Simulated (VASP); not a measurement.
InAgTe2:

```xyz
8
Lattice="-3.2336 3.2336 6.3166 3.2336 -3.2336 6.3166 3.2336 3.2336 -6.3166" Properties=species:S:1:pos:R:3 pbc="T T T"
In    0.0000    0.0000    6.3166
In    3.2336    0.0000    3.1583
Ag    0.0000    0.0000    0.0000
Ag    0.0000    3.2336    3.1583
Te    1.6931    1.6168    1.5791
Te    1.6168    4.7741   -1.5791
Te    1.5405    1.6168    7.8957
Te    1.6168   -1.5405    4.7374
```

* Program: VASP 6.6.1
* Task: relaxation of cell and atoms
* Functional: PBE
* Dispersion: D3(BJ)
* Potentials or basis: VASP PAW PBE potentials, release 64 (In_d, Ag, Te)
* Cutoff: 600 eV
* k mesh: 8 × 8 × 8
* Occupations: gaussian, width 0.03 eV
* Spin: no spin polarisation

At the start: pressure 1.3 GPa; volume 33.02 Å³/atom.

**Question.** How do energy, volume and symmetry change on relaxing?

**Answer.** Over 11 steps the energy falls by 28.8 meV/atom and the volume is 33.46 Å³/atom (+1.3 %); space group I-42d (No. 122, to 0.05 Å).

The path:
```csv
step,energy change (eV),largest force (eV/Å),pressure (GPa),volume (Å³)
1,0.0000,0.9133,1.26,264.19
2,-0.1376,0.4764,-0.74,274.28
3,-0.1419,0.4079,-0.98,276.09
4,-0.2090,0.2225,-0.37,270.78
5,-0.2280,0.0567,0.18,266.61
6,-0.2280,0.0471,0.19,266.38
7,-0.2280,0.0389,0.21,266.18
8,-0.2296,0.0185,-0.03,267.50
9,-0.2296,0.0135,0.00,267.39
10,-0.2300,0.0078,-0.01,267.46
11,-0.2307,0.0087,-0.02,267.67
```

Final structure:
```
In Ag Te
1.0
    -3.23725    3.23725    6.38547
     3.23725   -3.23725    6.38547
     3.23725    3.23725   -6.38547
In Ag Te
2 2 4
Direct
  0.50000 0.50000 0.00000
  0.25000 0.75000 0.50000
  0.00000 0.00000 0.00000
  0.75000 0.25000 0.50000
  0.37500 0.36808 0.49308
  0.63192 0.12500 0.00692
  0.87500 0.88192 0.50692
  0.11808 0.62500 0.99308
```
